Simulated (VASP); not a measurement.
# Hg (P-1) in VASP: single point with PBEsol

Aim: the single point of Hg with PBEsol.

Everything below comes from runs of VASP 6.6.1. Logs are shortened: lines on timing, memory, paths and dates and some standing lists are left out, and cuts for length are marked.

## Step 1: The structure

The typed cell holds 3 atoms: a = 3.321 Å, b = 3.410 Å, c = 8.295 Å, α = 95.86°, β = 96.63°, γ = 115.57°.

## Step 2: Single point, PBEsol

Contents of INCAR:

```
SYSTEM = Hg
PREC = Accurate
ENCUT = 520
EDIFF = 1E-7
ISMEAR = 0
SIGMA = 0.1
LREAL = .False.
LASPH = .True.
NELM = 100
ALGO = Normal
ISIF = 2
LWAVE = .False.
LCHARG = .False.
GGA = PS
NBANDS = 25
```

Contents of KPOINTS:

```
regular mesh
0
Gamma
  6 6 2
  0 0 0
```

Contents of POSCAR:

```
Hg
1.0
    3.3205578694      0.0000000000      0.0000000000
   -1.4721436807      3.0761348998      0.0000000000
   -0.9583293978     -1.3972993748      8.1206091033
Hg
3
Direct
    0.5860701200      0.7414222900      0.3352578100
    0.4139298800      0.2585777100      0.6647421900
    0.0000000000      0.0000000000      0.0000000000
```

Potentials or basis: VASP PAW PBE potentials, release 64 (Hg).

Run with:

```sh
cat potpaw_PBE.64/Hg/POTCAR > POTCAR
mpirun -np 1 vasp_std > vasp.out
```

OUTCAR:

```text
SYSTEM = Hg
   PREC = Accurate
   ENCUT = 520
   EDIFF = 1E-7
   ISMEAR = 0
   LREAL = .False.
   LASPH = .True.
   NELM = 100
   ISIF = 2
   GGA = PS

 ion  position               nearest neighbor table
   1  0.586  0.741  0.335-   3 3.28   2 3.31   3 3.31   2 3.34   2 3.35   3 3.61
   2  0.414  0.259  0.665-   3 3.28   1 3.31   3 3.31   1 3.34   1 3.35   3 3.61
   3  0.000  0.000  0.000-   1 3.28   2 3.28   1 3.31   2 3.31   2 3.61   1 3.61

  LATTYP: Found a triclinic cell.
 ALAT       =     3.3205578694
 B/A-ratio  =     1.0807719895
 C/A-ratio  =     2.5814531301
 COS(alpha) =     0.0022135860
 COS(beta)  =     0.2755793060
 COS(gamma) =     0.5150556549

  Lattice vectors:

 A1 = (   3.3205578694,   0.0000000000,   0.0000000000)
 A2 = (   1.8484141887,   3.0761348998,   0.0000000000)
 A3 = (   2.3622284716,  -1.3972993748,   8.1206091033)

Analysis of symmetry for initial positions (statically):
=====================================================================
 Subroutine PRICEL returns:
 Original cell was already a primitive cell.

 Routine SETGRP: Setting up the symmetry group for a
 triclinic supercell.

 Subroutine GETGRP returns: Found  2 space group operations
 (whereof  2 operations were pure point group operations)
 out of a pool of  2 trial point group operations.

The static configuration has the point symmetry S_2 .

Analysis of symmetry for dynamics (positions and initial velocities):
=====================================================================
 Subroutine PRICEL returns:
 Original cell was already a primitive cell.

 Routine SETGRP: Setting up the symmetry group for a
 triclinic supercell.

 Subroutine GETGRP returns: Found  2 space group operations
 (whereof  2 operations were pure point group operations)
 out of a pool of  2 trial point group operations.

The dynamic configuration has the point symmetry S_2 .

 Subroutine INISYM returns: Found  2 space group operations
 (whereof  2 operations are pure point group operations),
 and found     1 'primitive' translations

----------------------------------------------------------------------------------------

                                     Primitive cell

  volume of cell :      82.9478

  direct lattice vectors                    reciprocal lattice vectors
     3.320557869  0.000000000  0.000000000     0.301154215  0.144123158  0.060338840
    -1.472143681  3.076134900  0.000000000     0.000000000  0.325083273  0.055936525
    -0.958329398 -1.397299375  8.120609103     0.000000000  0.000000000  0.123143472

  length of vectors
     3.320557869  3.410251155  8.295488713     0.339272931  0.329860620  0.123143472

  position of ions in fractional coordinates (direct lattice)
     0.586070120  0.741422290  0.335257810
     0.413929880  0.258577710  0.664742190
     0.000000000  0.000000000  0.000000000

  ion indices of the primitive-cell ions
   primitive index   ion index
                 1           1
                 2           2
                 3           3

----------------------------------------------------------------------------------------

 KPOINTS: regular mesh

Automatic generation of k-mesh.
 Grid dimensions read from file:
 generate k-points for:    6    6    2

 Generating k-lattice:

  Cartesian coordinates                     Fractional coordinates (reciprocal lattice)
     0.050192369  0.024020526  0.010056473     0.166666667 -0.000000000  0.000000000
     0.000000000  0.054180545  0.009322754     0.000000000  0.166666667  0.000000000
     0.000000000  0.000000000  0.061571736     0.000000000  0.000000000  0.500000000

  Length of vectors
     0.056545489  0.054976770  0.061571736

  Shift w.r.t. Gamma in fractional coordinates (k-lattice)
     0.000000000  0.000000000  0.000000000

 Subroutine IBZKPT returns following result:
 ===========================================

 Found     40 irreducible k-points:

 Following reciprocal coordinates:
            Coordinates               Weight
  0.000000  0.000000  0.000000      1.000000
  0.166667  0.000000  0.000000      2.000000
  0.333333  0.000000 -0.000000      2.000000
  0.500000  0.000000  0.000000      1.000000
  0.000000  0.166667  0.000000      2.000000
  0.166667  0.166667  0.000000      2.000000
[... 16 lines left out ...]
  0.333333  0.000000  0.500000      2.000000
  0.500000  0.000000  0.500000      1.000000
 [... further k-points ...]
   k-points           NKPTS =     40   k-points in BZ     NKDIM =     40   number of bands    NBANDS=     25
   number of dos      NEDOS =    301   number of ions     NIONS =      3
   total plane-waves  NPLWV =  50176
   dimension x,y,z NGX =    28 NGY =   28 NGZ =   64
   dimension x,y,z NGXF=    56 NGYF=   56 NGZF=  128
   ions per type =               3
   NGX,Y,Z   is equivalent  to a cutoff of  14.02, 13.65, 12.83 a.u.
   NGXF,Y,Z  is equivalent  to a cutoff of  28.04, 27.30, 25.65 a.u.
 SYSTEM =  Hg
   PREC   = accura    normal or accurate (medium, high low for compatibility)
   ISTART =      0    job   : 0-new  1-cont  2-samecut
   ICHARG =      2    charge: 1-file 2-atom 10-const
   ISPIN  =      1    spin polarized calculation?
   LNONCOLLINEAR =      F non collinear calculations
   LSORBIT =      F    spin-orbit coupling
   LASPH  =      T    aspherical Exc in radial PAW
   ENCUT  =  520.0 eV  38.22 Ry    6.18 a.u.   6.17  6.34 15.42*2*pi/ulx,y,z
   NELM   =    100;   NELMIN=  2; NELMDL= -5     # of ELM steps
   EDIFF  = 0.1E-06   stopping-criterion for ELM
   LREAL  =      F    real-space projection
   EDIFFG = 0.1E-05   stopping-criterion for IOM
   NSW    =      0    number of steps for IOM
   IBRION =     -1    ionic relax: 0-MD 1-quasi-New 2-CG
   NFREE  =      0    steps in history (QN), initial steepest desc. (CG)
   ISIF   =      2    stress and relaxation
   ISYM   =      2    0-nonsym 1-usesym 2-fastsym
   POTIM  = 0.5000    time-step for ionic-motion
   TEBEG  =    0.0;   TEEND  =   0.0 temperature during run
   PSTRESS=    0.0 pullay stress
   NELECT =      36.0000    total number of electrons
   NUPDOWN=      -1.0000    fix difference up-down
   EMIN   =  10.00;   EMAX   =-10.00  energy-range for DOS
   EFERMI =   0.00;   METHOD = LEGACY
   ISMEAR =     0;   SIGMA  =   0.10  broadening in eV -4-tet -1-fermi 0-gaus
   EFERMI_NEDOS =   21; number of points for ismear=-14 and -15
   IALGO  =     38    algorithm
   IMIX   =      4    mixing-type and parameters
     AMIX     =   0.40;   BMIX     =  1.00
     AMIX_MAG =   1.60;   BMIX_MAG =  1.00
  volume/ion in A,a.u.               =      27.65       186.59
  Fermi-wavevector in a.u.,A,eV,Ry     =   1.239483  2.342284 20.902884  1.536319
  Thomas-Fermi vector in A             =   2.373965
   LORBIT       =      0    0 simple, 1 ext, 2 COOP (PROOUT), +10 PAW based schemes
   GGA     = PS    functional components
   LHFCALC =     F    Hartree Fock is set to
   AEXX    =    0.0000 exact exchange contribution
   IVDW    =     0    specifies the selected vdW correction
   LEPSILON=     F    determine dielectric tensor
   LRPA    =     F    only Hartree local field effects (RPA)
 non-spin polarized calculation
 Gauss-broadening in eV      SIGMA  =   0.10
  energy-cutoff  :      520.00
  volume of cell :       82.95
 maximum number of plane-waves:      2248
 NGX is ok and might be reduce to    28
   NGX = 13   NGY = 13   NGZ = 31

 number of electron      36.0000006 magnetization

 Free energy of the ion-electron system (eV)
  ---------------------------------------------------
  ext. energy  EPLUGINS =         0.00000000
  ---------------------------------------------------
  free energy    TOTEN  =        -1.54902059 eV

  energy without entropy =       -1.54716588  energy(sigma->0) =       -1.54809324

 E-fermi :   1.1494     XC(G=0): -10.1984

 val. band max:        1.1285661933   @ k =   0.5000   0.5000   0.0000
 cond. band min:       1.2111097240   @ k =  -0.3333   0.3333   0.5000
 fundamental gap:      0.0825435307
 Fermi energy:         1.1494244544

 k-point     1 :       0.0000    0.0000    0.0000
  band No.  band energies     occupation
      1      -6.4965      2.00000
      2      -5.6972      2.00000
      3      -5.6381      2.00000
      4      -5.2901      2.00000
      5      -5.2582      2.00000
      6      -5.1935      2.00000
[... 17 lines left out ...]
     24      12.8785      0.00000
     25      14.1464      0.00000

 k-point     2 :       0.1667    0.0000    0.0000
  band No.  band energies     occupation
      1      -5.9919      2.00000
      2      -5.5264      2.00000
      3      -5.3850      2.00000
      4      -5.2431      2.00000
      5      -5.2287      2.00000
      6      -5.1477      2.00000
[... 17 lines left out ...]
     24      11.4553      0.00000
     25      12.1090      0.00000

 k-point     3 :       0.3333    0.0000   -0.0000
  band No.  band energies     occupation
      1      -5.6358      2.00000
      2      -5.5904      2.00000
      3      -5.5007      2.00000
      4      -5.3605      2.00000
      5      -5.2994      2.00000
      6      -5.1425      2.00000
[... 17 lines left out ...]
     24       8.8978      0.00000
     25      10.6123      0.00000

 k-point     4 :       0.5000    0.0000    0.0000
  band No.  band energies     occupation
      1      -5.7747      2.00000
      2      -5.6998      2.00000
      3      -5.5755      2.00000
      4      -5.4780      2.00000
      5      -5.3617      2.00000
      6      -5.1938      2.00000
[... 17 lines left out ...]
     24       8.3656      0.00000
     25       9.9417      0.00000

 k-point     5 :       0.0000    0.1667    0.0000
  band No.  band energies     occupation
      1      -6.0332      2.00000
      2      -5.5618      2.00000
      3      -5.4921      2.00000
      4      -5.2781      2.00000
      5      -5.2383      2.00000
      6      -5.1761      2.00000
[... 17 lines left out ...]
     24      11.6099      0.00000
     25      11.8172      0.00000

 k-point     6 :       0.1667    0.1667    0.0000
  band No.  band energies     occupation
      1      -5.4876      2.00000
      2      -5.4594      2.00000
      3      -5.3895      2.00000
      4      -5.2647      2.00000
      5      -5.2445      2.00000
      6      -5.0791      2.00000
[... 17 lines left out ...]
     24       8.7840      0.00000
     25       9.6453      0.00000
[... 393 lines left out ...]
 k-point    21 :       0.0000    0.0000    0.5000
  band No.  band energies     occupation
      1      -5.9416      2.00000
      2      -5.8574      2.00000
      3      -5.7681      2.00000
      4      -5.3139      2.00000
      5      -5.2071      2.00000
      6      -5.1845      2.00000
[... 17 lines left out ...]
     24      13.2042      0.00000
     25      13.4777      0.00000

 k-point    22 :       0.1667    0.0000    0.5000
  band No.  band energies     occupation
      1      -5.6751      2.00000
      2      -5.5653      2.00000
      3      -5.4537      2.00000
      4      -5.2983      2.00000
      5      -5.2503      2.00000
      6      -5.1912      2.00000
[... 17 lines left out ...]
     24      10.9102      0.00000
     25      11.9686      0.00000

 k-point    23 :       0.3333    0.0000    0.5000
  band No.  band energies     occupation
      1      -5.6947      2.00000
      2      -5.5543      2.00000
      3      -5.5404      2.00000
      4      -5.4213      2.00000
      5      -5.2958      2.00000
      6      -5.1071      2.00000
[... 17 lines left out ...]
     24       9.8988      0.00000
     25      10.3671      0.00000

 k-point    24 :       0.5000    0.0000    0.5000
  band No.  band energies     occupation
      1      -5.7973      2.00000
      2      -5.6366      2.00000
      3      -5.5595      2.00000
      4      -5.5037      2.00000
      5      -5.4544      2.00000
      6      -5.1878      2.00000
[... 17 lines left out ...]
     24       8.7719      0.00000
     25       9.0082      0.00000

 [... further k-points ...]
[... 5 lines left out ...]
  --------------------------------------------------------------------------------------
  -------------------------------------------------------------------------------------
  Total       -1.6952297     -1.5227087     -1.4366448      0.2970769     -0.3070270     -0.1568988
  in kB      -32.7441792    -29.4118529    -27.7494872      5.7381839     -5.9303742     -3.0305767
  external PRESSURE =     -29.9685065 kB  Pullay stress =       0.0000000 kB

 VOLUME and BASIS-vectors are now :
 -----------------------------------------------------------------------------
  energy-cutoff  :      520.00
  volume of cell :       82.95
      direct lattice vectors                 reciprocal lattice vectors
     3.320557869  0.000000000  0.000000000     0.301154215  0.144123158  0.060338840
    -1.472143681  3.076134900  0.000000000     0.000000000  0.325083273  0.055936525
    -0.958329398 -1.397299375  8.120609103     0.000000000  0.000000000  0.123143472

 POSITION                                       TOTAL-FORCE (eV/Angst)
 -----------------------------------------------------------------------------------
      0.53331      1.81226      2.72250         0.036155     -0.027889     -0.024826
      0.35677     -0.13342      5.39811        -0.036155      0.027889      0.024826
      0.00000      0.00000      0.00000         0.000000      0.000000      0.000000
 -----------------------------------------------------------------------------------
    total drift:                               -0.000000      0.000000      0.000000

  FREE ENERGIE OF THE ION-ELECTRON SYSTEM (eV)
  ---------------------------------------------------
  free  energy   TOTEN  =        -1.5490205946 eV

  energy  without entropy=       -1.5471658769  energy(sigma->0) =       -1.54809324
```

It took 49 s on 1 thread of Intel Xeon Platinum 8375C at 2.90GHz (Ice Lake), shared host; peak memory 0.24 GiB.

What came out:

| Property | Result |
| --- | --- |
| Free energy | -1.5490 eV |
| Pressure | -3.0 GPa |
| Largest force | 0.052 eV/Å |
| Band gap on the k mesh | none (metal or under the smearing width) |

Forces on the atoms (eV/Å):
```
Hg   0.036 -0.028 -0.025
Hg  -0.036  0.028  0.025
Hg   0.000  0.000  0.000
```

Levels at points of the mesh, in eV from the Fermi level:
| k point | band 15 | band 16 | band 17 | band 18 | band 19 | band 20 | band 21 | band 22 |
| --- | --- | --- | --- | --- | --- | --- | --- | --- |
| (0.00, 0.00, 0.00) | -5.57 | -5.46 | -4.55 | -4.50 | 3.80 | 3.88 | 10.39 | 10.59 |
| (0.50, 0.00, 0.00) | -5.26 | -2.24 | -1.98 | -0.89 | -0.32 | 1.83 | 1.98 | 5.79 |
| (0.00, 0.50, 0.00) | -5.26 | -2.55 | -2.23 | -1.21 | -0.48 | 1.70 | 1.75 | 5.96 |
| (0.50, 0.50, 0.00) | -5.31 | -1.96 | -1.36 | -0.02 | 0.20 | 1.74 | 1.81 | 6.24 |
| (0.00, 0.00, 0.50) | -5.63 | -5.53 | -5.32 | -1.33 | -0.62 | 9.54 | 9.68 | 9.73 |
| (0.50, 0.00, 0.50) | -5.23 | -2.23 | -1.93 | -1.03 | -0.39 | 1.99 | 2.07 | 5.88 |
| (0.00, 0.50, 0.50) | -5.32 | -2.50 | -2.23 | -1.32 | -0.53 | 1.81 | 1.98 | 5.45 |
| (0.50, 0.50, 0.50) | -5.28 | -1.58 | -1.55 | -0.55 | -0.20 | 2.55 | 3.48 | 4.05 |

Caveat: the k mesh is coarse (spacing up to 0.39 Å⁻¹), so the values aren't converged; the PAW data sets were made with another functional, which shifts forces and pressure a little. Spin-orbit coupling is left out, which matters for the levels of Hg.
